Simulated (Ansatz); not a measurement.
Crystal: HgTe (Coloradoite).

```
Hg Te
1.0
     0.00000    3.21450    3.21450
     3.21450    0.00000    3.21450
     3.21450    3.21450    0.00000
Hg Te
1 1
Direct
  0.00000 0.00000 0.00000
  0.75000 0.75000 0.75000
```

- Program: Ansatz 0.2.0
- Task: relaxation of cell and atoms
- Functional: BLYP
- Dispersion: D4
- Potentials or basis: all-electron LAPW, scalar-relativistic
- Basis error allowed: 0.001 eV/atom
- k mesh: 7 × 7 × 7
- Occupations: fermi-dirac, width 0.05 eV
- Spin: no spin polarisation

At the start: volume 33.22 Å³/atom.

Problem. Where does the relaxation end?

Solution. Over 5 steps the energy falls by 29.6 meV/atom and the volume is 36.04 Å³/atom (+8.5 %); space group F-43m (No. 216, to 0.05 Å).

Step by step:
```
step  energy change (eV)  largest force (eV/Å)  volume (Å³)
   1              0.0000                0.0000        66.43
   2             -0.0428                0.0000        75.42
   3             -0.0588                0.0000        72.60
   4             -0.0593                0.0000        72.08
   5             -0.0593                0.0000        72.08
```

Final structure:
```
Hg Te
1.0
     0.00000    3.30316    3.30316
     3.30316    0.00000    3.30316
     3.30316    3.30316    0.00000
Hg Te
1 1
Direct
  0.00000 0.00000 0.00000
  0.75000 0.75000 0.75000
```
